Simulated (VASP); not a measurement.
## MgO (Fm-3m): a series in a change of volume

How do the elastic response and the band edges of MgO follow a change of volume?

Program: VASP 6.6.1. Level of theory: PBEsol; plane waves and PAW (Mg, O), in the first sound run; inputs show where later runs differ. Results are calculated unless marked as measured.

The database entry behind the starting cell lists a temperature of 1305 K, so it need not match the best structure at ambient conditions.

### Step 1. The structure

The structure is cubic, space group Fm-3m (No. 225). Conventional cell: a = 4.270 Å, b = 4.270 Å, c = 4.270 Å, α = 90.00°, β = 90.00°, γ = 90.00°. Mg has 6 O at 2.14 Å nearest. Nearest to O lie 6 Mg at 2.14 Å. Farther neighbours and most contacts between anions are not listed.

Structure file:

```cif
data_structure
_symmetry_space_group_name_H-M 'P 1'
_symmetry_Int_Tables_number 1
_cell_length_a 3.0196
_cell_length_b 3.0196
_cell_length_c 3.0196
_cell_angle_alpha 60.000
_cell_angle_beta 60.000
_cell_angle_gamma 60.000
_cell_volume 19.47
loop_
_atom_site_label
_atom_site_type_symbol
_atom_site_fract_x
_atom_site_fract_y
_atom_site_fract_z
_atom_site_occupancy
Mg1 Mg 0.00000 0.00000 0.00000 1
O2 O 0.50000 0.50000 0.50000 1
```

### Step 2. Relax the crystal, PBEsol

The series starts from the cell that this level prefers, so that zero strain is near zero stress.

This step took 2 runs in a row; the last is shown.

Level: PBEsol; plane waves and PAW (Mg, O).

File INCAR:

```
SYSTEM = MgO
PREC = Accurate
ENCUT = 600
EDIFF = 1E-07
NELM = 120
ISMEAR = 0
SIGMA = 0.02
LREAL = .FALSE.
ALGO = Normal
GGA = PS
NBANDS = 10
LASPH = .TRUE.
LORBIT = 11
LWAVE = .FALSE.
LCHARG = .FALSE.
KPAR = 16
IBRION = 2
NSW = 40
ISIF = 3
EDIFFG = -0.005
POTIM = 0.4
```

File POSCAR:

```
MgO
1.0
    0.0000000000      2.1037535261      2.1037535261
    2.1037535261      0.0000000000      2.1037535261
    2.1037535261      2.1037535261      0.0000000000
Mg O
1 1
Direct
    0.0000000000      0.0000000000      0.0000000000
    0.5000000000      0.5000000000      0.5000000000
```

File KPOINTS:

```
Automatic mesh
0
Gamma
12 12 12
0 0 0
```

The projector-augmented-wave data sets are Mg and O (PBE family, release 64).

Command:

```bash
$ mpirun -np 16 vasp_std
```

What it wrote:

```text
[banner, memory and clock lines left out]
running   16 mpi-ranks, on    1 nodes
[...]
|                                                                             |
|           W    W    AA    RRRRR   N    N  II  N    N   GGGG   !!!           |
|           W    W   A  A   R    R  NN   N  II  NN   N  G    G  !!!           |
|           W    W  A    A  R    R  N N  N  II  N N  N  G       !!!           |
|           W WW W  AAAAAA  RRRRR   N  N N  II  N  N N  G  GGG   !            |
|           WW  WW  A    A  R   R   N   NN  II  N   NN  G    G                |
|           W    W  A    A  R    R  N    N  II  N    N   GGGG   !!!           |
|                                                                             |
|     For optimal performance we recommend to set                             |
|       NCORE = 2 up to number-of-cores-per-socket                            |
|     NCORE specifies how many cores store one orbital (NPAR=cpu/NCORE).      |
|     This setting can greatly improve the performance of VASP for DFT.       |
[...]
|     You enforced a specific xc type in the INCAR file but a different       |
|     [... a line on the potential file left out ...]
|     I HOPE YOU KNOW WHAT YOU ARE DOING!                                     |
|                                                                             |

 LDA part: xc-table for (Slater+PW92), standard interpolation
 POSCAR, INCAR and KPOINTS ok, starting setup
[...]
entering main loop
       N       E                     dE             d eps       ncg     rms          rms(c)
DAV:   1     0.148322023844E+02    0.14832E+02   -0.50031E+03  1640   0.799E+02
DAV:   2    -0.132383458985E+02   -0.28071E+02   -0.27706E+02  1686   0.146E+02
DAV:   3    -0.138985400130E+02   -0.66019E+00   -0.65969E+00  1672   0.197E+01
DAV:   4    -0.139002388235E+02   -0.16988E-02   -0.16988E-02  1634   0.110E+00
[...]
DAV:  11    -0.125154060106E+02   -0.87329E-06   -0.40051E-06  1554   0.155E-02    0.328E-03
DAV:  12    -0.125154065510E+02   -0.54035E-06   -0.99505E-08  1202   0.385E-03    0.414E-04
DAV:  13    -0.125154066184E+02   -0.67452E-07   -0.12962E-08   790   0.947E-04
   1 F= -.12515407E+02 E0= -.12515407E+02  d E =-.125154E+02
[...]
reached required accuracy - stopping structural energy minimisation
```

Run time: 2.8 s. Hardware: 16 MPI ranks of Intel Xeon 6975P-C (Granite Rapids), shared host; peak memory 2.4 GiB; 25 s of CPU time.

Lines that name or quote the potential files are left out of all logs, and their timing lines are given in words.

Parts of OUTCAR (step 2):

```text
  Total        0.0051927      0.0051927      0.0051927      0.0000000      0.0000000      0.0000000
  in kB        0.4467737      0.4467737      0.4467737      0.0000000      0.0000000      0.0000000
  external PRESSURE =       0.4467737 kB  Pullay stress =       0.0000000 kB

 POSITION                                       TOTAL-FORCE (eV/Angst)
 -----------------------------------------------------------------------------------
      0.00000      0.00000      0.00000        -0.000000      0.000000      0.000000
      2.10375      2.10375      2.10375         0.000000     -0.000000     -0.000000
 -----------------------------------------------------------------------------------
    total drift:                               -0.000000     -0.000000      0.000000

  FREE ENERGIE OF THE ION-ELECTRON SYSTEM (eV)
  ---------------------------------------------------
  free  energy   TOTEN  =       -12.5154066184 eV

  energy  without entropy=      -12.5154066184  energy(sigma->0) =      -12.51540662

 reached required accuracy - stopping structural energy minimisation

[... 3 further parts left out ...]
[key lines of the parts left out:]
E-fermi :   3.2106
```

Numbers from this step:

- energy(sigma→0) of the program: -12.5154 eV
- stress, compression positive: xx, yy, zz 0.04, 0.04, 0.04 GPa
- volume: 18.621 Å³
- ionic steps: 1

### Step 3. Relax at fixed volume, PBEsol

One member in full: the volume is scaled by 0.96, and the cell is held.

Level: PBEsol; plane waves and PAW (Mg, O).

Edit INCAR of step 2 so:

```diff
@@ -15,7 +15,8 @@
 LCHARG = .FALSE.
-KPAR = 16
+KPAR = 4
 IBRION = 2
 NSW = 40
-ISIF = 3
-EDIFFG = -0.005
+ISIF = 2
+EDIFFG = -0.004
 POTIM = 0.4
+MAXMIX = 40
```

File POSCAR:

```
MgO
1.0
    0.0000000000      2.0753209390      2.0753209390
    2.0753209390      0.0000000000      2.0753209390
    2.0753209390      2.0753209390      0.0000000000
Mg O
1 1
Direct
    0.0000000000      0.0000000000      0.0000000000
    0.5000000000      0.5000000000      0.5000000000
```

KPOINTS is that of step 2.

Command:

```bash
$ mpirun -np 4 vasp_std
```

What it wrote:

```text
[banner, memory and clock lines left out]
running    4 mpi-ranks, on    1 nodes
[...]
[... a notice as in an earlier step ...]

 LDA part: xc-table for (Slater+PW92), standard interpolation
 POSCAR, INCAR and KPOINTS ok, starting setup
[...]
entering main loop
       N       E                     dE             d eps       ncg     rms          rms(c)
DAV:   1     0.154763196854E+02    0.15476E+02   -0.51469E+03  1648   0.814E+02
DAV:   2    -0.133073429556E+02   -0.28784E+02   -0.28083E+02  1662   0.150E+02
DAV:   3    -0.138932907617E+02   -0.58595E+00   -0.58540E+00  1660   0.193E+01
DAV:   4    -0.138947312000E+02   -0.14404E-02   -0.14404E-02  1598   0.107E+00
[...]
DAV:  11    -0.124972531669E+02   -0.10056E-05   -0.31552E-06  1558   0.147E-02    0.311E-03
DAV:  12    -0.124972536248E+02   -0.45791E-06   -0.84075E-08  1102   0.359E-03    0.329E-04
DAV:  13    -0.124972536932E+02   -0.68364E-07   -0.11302E-08   804   0.856E-04
   1 F= -.12497254E+02 E0= -.12497254E+02  d E =-.124973E+02
[...]
reached required accuracy - stopping structural energy minimisation
```

Run time: 3.4 s. Hardware: 4 MPI ranks; peak memory 0.55 GiB.

OUTCAR, selected parts (step 3):

```text
  Total        0.8065753      0.8065753      0.8065753      0.0000000      0.0000000     -0.0000000
  in kB       72.2885853     72.2885853     72.2885853      0.0000000      0.0000000     -0.0000000
  external PRESSURE =      72.2885853 kB  Pullay stress =       0.0000000 kB

 POSITION                                       TOTAL-FORCE (eV/Angst)
 -----------------------------------------------------------------------------------
      0.00000      0.00000      0.00000        -0.000000      0.000000     -0.000000
      2.07532      2.07532      2.07532         0.000000     -0.000000      0.000000
 -----------------------------------------------------------------------------------
    total drift:                               -0.000000     -0.000000      0.000000

  FREE ENERGIE OF THE ION-ELECTRON SYSTEM (eV)
  ---------------------------------------------------
  free  energy   TOTEN  =       -12.4972536932 eV

  energy  without entropy=      -12.4972536932  energy(sigma->0) =      -12.49725369

[... 2 parts as in an earlier step ...]

[... 2 further parts left out ...]
[key lines of the parts left out:]
E-fermi :   3.5456
```

This run gave:

```
energy(sigma→0) of the program : -12.4973 eV
stress, compression positive   : xx, yy, zz 7.23, 7.23, 7.23 GPa
ionic steps                    : 1
```

[end of part 1 of 3]

[Lines on the potential files, build, host, timing and source positions are cut from VASP's logs without a mark.]

[Logs are printed without paths, hosts, clocks, repeated set-up lines and the standing remarks that a program may print on its own settings, such as how far it seeks lower states.]

[Hosts, paths, dates, database ids (printed as entryN), source tags and the programs' standing remarks are cut or masked in the printed files.]

[In band tables of VASP the shares of atoms and orbitals are scaled to a sum of 1 inside the atoms' spheres.]
